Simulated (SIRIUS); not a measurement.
# Cl under changes of volume

One of the cells (29.048 Å³/atom); the others are scaled copies at fixed shape and fractional positions:

```
Cl
1.0
     3.14500   -2.25000    0.00000
     3.14500    2.25000    0.00000
     0.00000    0.00000    8.21000
Cl
4
Direct
  0.37000 0.63000 0.40000
  0.13000 0.87000 0.90000
  0.63000 0.37000 0.60000
  0.87000 0.13000 0.10000
```

| Quantity | Value |
| --- | --- |
| Program | SIRIUS 7.12.0 |
| Functional | PBEsol |
| Potentials or basis | all-electron FP-LAPW |
| Cutoff | 247 eV |
| Basis | apw+lo standard |
| k mesh | 6 × 6 × 3 |
| Occupations | fermi-dirac, width 0.05 eV |
| Spin | no spin polarisation |

```csv
volume (Å³/atom),energy over the lowest point (meV/atom),gap on the mesh (eV)
27.305,2.23,2.66
27.886,0.00,2.58
28.467,0.08,2.51
29.048,?,?
29.629,6.15,2.36
30.210,11.76,2.30
30.791,18.76,2.23
```

**Question.** What does the run at 29.048 Å³/atom give?

**Answer.** Energy over the lowest point 2.17 meV/atom; gap on the mesh 2.43 eV.

Worked out: A Birch-Murnaghan fit of order 3 (a polynomial in V^(-2/3)) to the other rows has its minimum at 28.15 Å³/atom with B0 = V·E''(V) = 29 GPa and B' = 4.7 at fixed shape and positions, which overstates the stiffness. It gives 2.21 meV/atom at 29.048 Å³/atom, against the run's 2.17. A straight line through the other rows of the gap, of slope -3.57 eV per unit of ln V, gives 2.44 eV, against the run's 2.43.

Energies are extrapolated to zero smearing.

Caveats: an odd mesh through Γ misses points on the zone boundary, where band edges often lie.
